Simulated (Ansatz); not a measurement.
Cu Kα1 powder pattern (kinematic, no thermal factors).
```tsv
2θ (°)	relative intensity
14.82	90
20.65	31
29.64	40
29.90	26
34.20	100
39.09	6
42.02	2
42.60	2
45.53	19
49.98	2
50.63	37
51.14	35
55.57	11
57.55	2
57.69	19
57.85	4
59.93	3
60.78	4
61.52	3
64.24	8
64.39	5
64.67	10
65.06	13
70.03	2
73.23	1
74.32	2
74.58	9
77.97	1
80.31	2
82.23	11
83.98	1
84.16	2
84.90	3
86.93	3
87.59	2
```

The pattern is computed from a structure relaxed with DFT PBE, scalar-relativistic, plane waves, PAW in Ansatz. No spin polarisation. Its elements are P.

**Question.** Give the structure.

**Answer.** P.
Space group Cccm (No. 66). a = 4.605 Å, b = 11.945 Å, c = 3.305 Å, α = 90.00°, β = 90.00°, γ = 90.00°
```csv
atom,site,symmetry,x,y,z
P,8l,..m,0.8381,0.1616,0.0000
```

A pattern alone doesn't exclude other cells with like lines; this is the one computed.

The cell was found from a structure generator's guess, not taken from experiment. No dispersion correction is applied, so the spacing between layers, chains or molecules is poorly fixed.
